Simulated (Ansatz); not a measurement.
# LiCl: the cost of one run

Computed with Ansatz 0.2.0 (DFT PBE, scalar-relativistic, plane waves, PAW, unless a step's input says otherwise).

1 further run of the same task is left out (it didn't finish).

## Step 1: Starting point

Symmetry: I-4c2, No. 120, tetragonal system. Conventional cell: a = 7.975 Å, b = 7.975 Å, c = 5.511 Å, α = 90.00°, β = 90.00°, γ = 90.00°. Li (site symmetry -4) is surrounded by 4 Cl at 2.13 Å. Li (site symmetry 2) is surrounded by 4 Cl at 2.13 to 2.18 Å. Around Cl (site symmetry -4) lie 4 Li at 2.13 Å. Cl (site symmetry 2) has 4 Li at 2.13 to 2.18 Å as nearest neighbours.

Coordinates:

```
CELL_PARAMETERS angstrom
-3.98745 3.98745 2.75567
3.98745 -3.98745 2.75567
3.98745 3.98745 -2.75567
ATOMIC_POSITIONS crystal
Li 0.50000 0.50000 0.00000
Li 0.00000 0.00000 0.00000
Li 0.85567 0.35567 0.21134
Li 0.14433 0.64433 0.78866
Li 0.35567 0.14433 0.50000
Li 0.64433 0.85567 0.50000
Cl 0.75000 0.25000 0.50000
Cl 0.25000 0.75000 0.50000
Cl 0.89433 0.60567 0.00000
Cl 0.60567 0.89433 0.00000
Cl 0.39433 0.39433 0.28866
Cl 0.10567 0.10567 0.71134
```

The cell is invented: 4-connected net, two elements alternating (I-4c2, No. 120). Its size is a rough estimate.

## Step 2: The guess as it stands, on a coarse mesh

input.yaml

```yaml
crystal:
  lattice:
    - [-3.98744689, 3.98744689, 2.75566582]
    - [3.98744689, -3.98744689, 2.75566582]
    - [3.98744689, 3.98744689, -2.75566582]
  atoms:
    - { symbol: Li, position: [0.5, 0.5, 0.0] }
    - { symbol: Li, position: [0.0, 0.0, 0.0] }
    - { symbol: Li, position: [0.85566796, 0.35566796, 0.21133591] }
    - { symbol: Li, position: [0.14433204, 0.64433204, 0.78866409] }
    - { symbol: Li, position: [0.35566796, 0.14433204, 0.5] }
    - { symbol: Li, position: [0.64433204, 0.85566796, 0.5] }
    - { symbol: Cl, position: [0.75, 0.25, 0.5] }
    - { symbol: Cl, position: [0.25, 0.75, 0.5] }
    - { symbol: Cl, position: [0.89433204, 0.60566796, 0.0] }
    - { symbol: Cl, position: [0.60566796, 0.89433204, 0.0] }
    - { symbol: Cl, position: [0.39433204, 0.39433204, 0.28866409] }
    - { symbol: Cl, position: [0.10566796, 0.10566796, 0.71133591] }
basis:
  ecutwfc: 420
kpoints:
  mp_grid: { grid: [4, 4, 4] }
hamiltonian:
  xc: pbe
scf:
  occupations: { method: gaussian, width: 0.1 }
  lower_state_search: "off"
output:
  forces: true
  stress: true
  eigenvalues: true
```

The run is started by

```sh
$ ansatz run input.yaml --threads 1 --pin off --max-ram 2560MiB --backend cpu --events-out ev --progress --plain --runs-dir out
```

**Question.** How long does this run take on 1 thread of Arm Neoverse V2, shared host, and how much memory does it need?

About 5.5 s, with a peak of 0.37 GiB.
